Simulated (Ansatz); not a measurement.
**MgO (P6_3mc), stationary points along a deformation path**

All numbers below come from Ansatz, DFT LDA, scalar-relativistic, plane waves, PAW. Cutoff 420 eV, Γ-centred 9×9×6 k-points, Gaussian smearing of 0.05 eV. No spin polarisation. Energies are free energies at this smearing, counted from the undisturbed cell; pressure is positive in compression.

The starting cell (as given, not relaxed at this level; it stands at -4.3 GPa; this wurtzite form isn't the usual structure):

```
Mg O
1.0
     3.30779    0.00000    0.00000
    -1.65389    2.86463    0.00000
     0.00000    0.00000    4.98288
Mg O
2 2
Cartesian
  0.0000 1.9098 0.0108
  1.6539 0.9549 2.5022
  0.0000 1.9098 2.0053
  1.6539 0.9549 4.4968
```

At fixed volume and fractional coordinates, lengths along (0.000, 0.000, 1.000) are scaled against those across it; ρ is that ratio over its starting value. V = 11.804 Å³/atom. Δσ is the stress along the axis less the mean stress across it (compression positive).

```
    ρ  ΔE (meV/atom)  Δσ (GPa) space group
0.800          262.0     52.19       P6_3mc
0.850          133.1     34.96       P6_3mc
0.920           34.1     16.60       P6_3mc
0.960            8.5      8.07       P6_3mc
1.000            0.0      0.49       P6_3mc
1.050            9.1     -8.01       P6_3mc
1.100           36.4    -15.75       P6_3mc
1.200          133.6    -29.67       P6_3mc
1.300          274.9    -42.22       P6_3mc
```

**Question.** How does the stress give the slope of the energy, and where is the energy stationary?

**Answer.** Along the path d ln(length) is 2/3 d ln ρ on the axis and −1/3 d ln ρ across it, so dE/d ln ρ = −(2/3) V Δσ: the energy falls with ρ where Δσ is positive. Δσ vanishes or changes sign between ρ = 1.000 and 1.050, a minimum (near 1.00 by linear interpolation). Pairs of stationary points between two samples would go unseen, and could change a minimum read from distant neighbours into a maximum.

**Question.** Integrate that slope from ρ = 1 to 1.200 by the trapezoid rule.

**Answer.** With V/N in Å³ and 1 eV/Å³ = 160.2 GPa the slopes at ρ = 1.000, 1.050, 1.100, 1.200 are -24, 394, 774, 1457 meV/atom per unit of ln ρ. The steps add 9.0 + 27.1 + 97.0 = 133.2 meV/atom, against 133.6 from the energies; the trapezoid rule misses the curvature of the slope within each step.

Forces appear on the atoms along this scan, and letting them relax would lower the energy and soften the response.